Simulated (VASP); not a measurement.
A run of VASP 6.6.1 is set up as follows.

File INCAR:

```
PREC     = Accurate       # precision mode
ENCUT    = 600            # plane-wave cutoff, eV
EDIFF    = 1E-7           # SCF threshold, eV
ISMEAR   = 0              # smearing method
SIGMA    = 0.03           # smearing width, eV
LREAL    = F              # projectors in reciprocal space
LASPH    = T              # aspherical terms in the spheres
NELM     = 80             # most SCF steps
ALGO     = Normal         # electronic algorithm
ISIF     = 3              # what is computed and relaxed
LWAVE    = F              # write WAVECAR
LCHARG   = F              # write CHGCAR
GGA      = PE             # functional
IBRION   = 2              # ionic algorithm
NSW      = 90             # ionic steps
EDIFFG   = -0.005         # ionic threshold
KPAR     = 2
```

KPOINTS

```
Automatic mesh
0
Gamma
  10 10 10
```

Contents of POSCAR:

```
TiO2                                    
1.0
   -1.9008488229      1.9008488229      4.8528819374
    1.9008488229     -1.9008488229      4.8528819374
    1.9008488229      1.9008488229     -4.8528819374
  Ti              O             
     2     4
Direct
     0.0000000000000000    0.0000000000000000    0.0000000000000000
     0.7500000000000000    0.2500000000000000    0.5000000000000000
     0.2065680606093190    0.2065680606093190    0.0000000000000000
     0.9565680606093189    0.4565680606093190    0.5000000000000000
     0.5434319393906811    0.0434319393906810    0.5000000000000000
     0.7934319393906811    0.7934319393906811    0.0000000000000000
```

Potentials or basis: VASP PAW PBE potentials, release 64 (Ti_sv, O).

The run is started by

```console
$ cat potpaw_PBE.64/Ti_sv/POTCAR potpaw_PBE.64/O/POTCAR > POTCAR
$ mpirun -np 2 vasp_std > vasp.out
```

(1) Estimate the space group after relaxing (to 0.05 Å).

(2) What does it give for the relaxed volume?

(3) What does it give for the relaxed cell?

## Answers

(1) I4_1/amd (No. 141).

(2) 11.69 Å³/atom.

(3) a = 5.547 Å, b = 5.547 Å, c = 5.547 Å, α = 139.92°, β = 139.92°, γ = 57.98°.
